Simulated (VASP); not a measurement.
Crystal: MgO.

```
CELL_PARAMETERS angstrom
0.00000 2.09700 2.09700
2.09700 0.00000 2.09700
2.09700 2.09700 0.00000
ATOMIC_POSITIONS crystal
Mg 0.00000 0.00000 0.00000
O 0.50000 0.50000 0.50000
```

The cell is a database's computed one.

Base run:

```yaml
Program: VASP 6.6.1
Functional: r2SCAN
Potentials_or_basis: VASP PAW PBE potentials, release 64 (Mg, O)
Cutoff: 520 eV
k_mesh: 12 × 12 × 12
Occupations: gaussian, width 0.02 eV
Spin: no spin polarisation
```

Its results: band gap on the k mesh 5.74 eV, direct.

Task: The run is repeated on the same cell with these changes: functional from r2SCAN to PBE. What comes out?

Result: Band gap on the k mesh 4.85 eV, direct.

r2SCAN gives the wider gap, since meta-GGAs in the generalised Kohn-Sham scheme recover part of the derivative discontinuity.
